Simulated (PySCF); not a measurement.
Several species in one continuum solvent.

Level: CAM-B3LYP/def2-SVPD in PySCF, non-relativistic, each on one gas-phase PBE0-D3(BJ)/def2-SVP geometry that isn't relaxed in the solvent. The solvent is an IEF-PCM continuum (Bondi radii, 1.10 Å for H, scaled by 1.2). Specific hydrogen bonds and non-electrostatic terms are outside this model. Spin–orbit coupling is left out although an atom past zinc is present.

Question: Order them by E(solvent) − E(gas) in chloroform (ε = 4.711), most negative first (kcal/mol).
A. `CC#N`
B. `[C@H]12C[C@H](C=C1)CC2`
C. `[CH2:1]=[N:2][GeH2:3][N:4]([CH3:5])[CH3:6]` with C1–N2–Ge3–N4 123°, N2–Ge3–N4–C5 48°
D. `[OH:1][CH2:2][c:3]1[cH:4][cH:5][c:6]([F:7])[cH:8][cH:9]1` with H–O1–C2–C3 59°, O1–C2–C3–C4 30°
E. `FC(Cl)Cl`

Answer: A (-5.1), D (-4.5), C (-2.4), E (-2.0), B (-0.9).

```csv
SMILES,charge,ΔE (kcal/mol),polarisation term (kcal/mol),HOMO shift (eV),dipole gas (D),dipole solvent (D),atoms,"lowest singlet, gas (eV)","lowest singlet, solvent (eV)"
CC#N,0,-5.1,-6.0,-0.09,4.06,4.90,6,7.70,7.78
OCc1ccc(F)cc1,0,-4.5,-4.9,+0.09,1.34,1.70,16,5.29,5.29
C=[N][GeH2][N](C)C,0,-2.4,-2.8,+0.03,1.19,1.58,16,4.21,4.27
FC(Cl)Cl,0,-2.0,-2.2,+0.06,1.30,1.61,5,7.18,7.22
C1=C[C@H]2CC[C@@H]1C2,0,-0.9,-1.0,+0.02,0.35,0.48,17,6.57,6.48
```

The polarisation term is half the interaction of the solute with the induced surface charges. Singlets are vertical TDDFT energies (frozen core, non-equilibrium response), the lowest in each medium.
